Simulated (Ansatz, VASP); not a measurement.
# One calculation of C, two programs

```xyz
2
Lattice="1.2280 0.7090 3.2633 -1.2280 0.7090 3.2633 0.0000 -1.4180 3.2633" Properties=species:S:1:pos:R:3 pbc="T T T"
C     0.0000    0.0000    1.6056
C     0.0000    0.0000    8.1844
```

Change from the starting cell: strain +0.000 along x and y, -0.025 along z, atoms carried along.

Alike in both runs: task single point; functional LDA; k mesh 12 × 12 × 12; occupations gaussian, width 0.05 eV; no spin polarisation.

|  | VASP | Ansatz |
| --- | --- | --- |
| version | VASP 6.6.1 | Ansatz 0.2.0 |
| potentials or method | VASP PAW LDA potentials, release 64 (C) | scalar-relativistic, plane waves, PAW |
| plane-wave cutoff (eV) | 520 | 420 |
| valence electrons in the cell | 8 | 8 |

```csv
,VASP,Ansatz,Ansatz less VASP
gap on the k mesh at the Fermi level (eV),0.89,0.88,-0.002
least direct gap on the mesh (eV),0.89,0.88,-0.002
pressure (GPa),-3.2,-4.0,-0.84
largest component of the traceless stress (GPa),2.93,3.87,+0.936
rms of the force components (eV/Å),0.495,0.499,+0.0034
```

Atom by atom the forces differ by 0.003 eV/Å (rms over components).
